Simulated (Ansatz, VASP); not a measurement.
# BP in VASP and in Ansatz

```
B P
1.0
     0.00000    2.21038    2.21038
     2.21038    0.00000    2.21038
     2.21038    2.21038    0.00000
B P
1 1
Cartesian
  0.0000 0.0000 0.0000
  3.3156 3.3156 3.3156
```

Alike in both runs: functional LDA; k mesh 10 × 10 × 10; no spin polarisation.

Ansatz relaxed the structure, and its values are those at the end. VASP's run is a single point on that final structure, the one shown.

|  | VASP | Ansatz |
| --- | --- | --- |
| version | VASP 6.6.1 | Ansatz 0.2.0 |
| potentials or method | VASP PAW LDA potentials, release 64 (B, P) | scalar-relativistic, plane waves, PAW |
| plane-wave cutoff (eV) | 520 | 420 |
| occupations | gaussian, width 0.01 eV | fixed |
| valence electrons in the cell | 8 | 8 |

```tsv
	VASP	Ansatz	Ansatz less VASP
gap on the k mesh at the Fermi level (eV)	1.09	1.09	0.000
least direct gap on the mesh (eV)	3.51	3.51	-0.003
pressure (GPa)	8.9	9.0	+0.15
```

A k mesh can miss the band edges. A hybrid or GW would open this gap; LDA tends to underestimate it.
